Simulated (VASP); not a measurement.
Sn (diamond): gaps by functional in VASP

```
CELL_PARAMETERS angstrom
0.00000 3.28446 3.28446
3.28446 0.00000 3.28446
3.28446 3.28446 0.00000
ATOMIC_POSITIONS crystal
Sn 0.00000 0.00000 0.00000
Sn 0.25000 0.25000 0.25000
```

All runs share this cell. Band v is the last that the valence electrons fill when counted band by band, and c is the next. A negative gap between them is a band overlap, as in a metal.

```json
{"level": "PBE", "gap (eV)": "-0.16", "least direct gap (eV)": "0.00", "pressure (GPa)": "1.5"}
{"level": "r²SCAN", "gap (eV)": "0.00", "least direct gap (eV)": "0.00", "pressure (GPa)": "0.0"}
{"level": "LDA", "gap (eV)": "-0.26", "least direct gap (eV)": "0.00", "pressure (GPa)": "-1.8"}
{"level": "PBEsol", "gap (eV)": "-0.22", "least direct gap (eV)": "0.00", "pressure (GPa)": "-0.6"}
{"level": "PBE with spin–orbit coupling", "gap (eV)": "-0.38", "least direct gap (eV)": "0.00", "pressure (GPa)": "–"}
```
